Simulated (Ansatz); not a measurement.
**Mg: which structure is lowest?**

Theory: DFT, RPBE, plane waves (420 eV) with PAW, scalar-relativistic (Ansatz 0.2.0). The PAW files were generated under PBE, with cores re-solved for the functional.

Each structure is relaxed within its own symmetry, so a high-lying one may be dynamically unstable.

```json
{"structure": "hcp", "ΔE (meV/atom)": "0", "V (Å³/atom)": "23.69", "cell": "a = 3.230 Å, c = 5.245 Å (c/a = 1.624)", "magnetic state": "spin not included"}
{"structure": "dhcp", "ΔE (meV/atom)": "6", "V (Å³/atom)": "23.77", "cell": "a = 3.232 Å, c = 10.512 Å (c/a = 3.253)", "magnetic state": "spin not included"}
{"structure": "fcc", "ΔE (meV/atom)": "13", "V (Å³/atom)": "23.89", "cell": "a = 4.572 Å", "magnetic state": "spin not included"}
{"structure": "bcc", "ΔE (meV/atom)": "28", "V (Å³/atom)": "23.69", "cell": "a = 3.618 Å", "magnetic state": "spin not included"}
{"structure": "A15", "ΔE (meV/atom)": "46", "V (Å³/atom)": "24.24", "cell": "a = 5.789 Å", "magnetic state": "spin not included"}
{"structure": "omega (AlB2-type)", "ΔE (meV/atom)": "56", "V (Å³/atom)": "24.06", "cell": "a = 5.160 Å, c = 3.130 Å (c/a = 0.607)", "magnetic state": "spin not included"}
{"structure": "simple cubic", "ΔE (meV/atom)": "378", "V (Å³/atom)": "28.49", "cell": "a = 3.054 Å", "magnetic state": "spin not included"}
{"structure": "diamond", "ΔE (meV/atom)": "757", "V (Å³/atom)": "42.33", "cell": "a = 6.970 Å", "magnetic state": "spin not included"}
```

ΔE counts from hcp.

Differences under about 8 meV lie within the error of the k-point mesh.
